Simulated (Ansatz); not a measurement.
## C: equation of state with LDA

**What was measured.**

From “Equation of state of cubic boron nitride at high pressures and temperatures”, 2007, arxiv:cond-mat/0702656, for a bulk crystal of C: bulk modulus 444.8 ± 0.8 GPa.

The system is C.

```
C
1.0
     0.00000    1.78337    1.78337
     1.78337    0.00000    1.78337
     1.78337    1.78337    0.00000
C
2
Direct
  0.75000 0.75000 0.75000
  0.50000 0.50000 0.50000
```

This isn't the form of C at room conditions, which is graphite.

```yaml
Program: Ansatz 0.2.0
Task: equation of state
Functional: LDA
Potentials_or_basis: Ansatz PAW
Cutoff: 420 eV
Density_cutoff: 1680 eV
k_mesh: 13 × 13 × 13
Occupations: gaussian, width 0.05 eV
Spin: no spin polarisation
```

```
Equilibrium volume                      : 5.51 Å³/atom
Bulk modulus                            : 467 GPa
Pressure derivative of the bulk modulus : 3.6
```

Energy against volume, from the lowest point:
```csv
volume (Å³/atom),energy (meV/atom)
5.332,7.82
5.445,0.29
5.558,0.00
5.672,6.16
5.785,18.31
5.899,35.84
6.012,58.29
```

All runs of the series together: 3 s on 2 threads of Arm Neoverse V1, with other jobs on the host.

Measured bulk modulus of C: 444.8 GPa (quoted in “Equation of state of cubic boron nitride at high pressures and temperatures”, 2007, arxiv:cond-mat/0702656). This calculation gives 467 GPa (+4.9 %). 3 values of this kind are on record (442 to 444.8 GPa); this one was drawn at random among those near their median, those with a stated uncertainty first. The fit is for a static lattice scaled at fixed shape and fixed fractional positions. The cell as given is a measured one (5.67 Å³/atom); LDA puts the equilibrium volume -2.9 % from it, thermal expansion not counted.
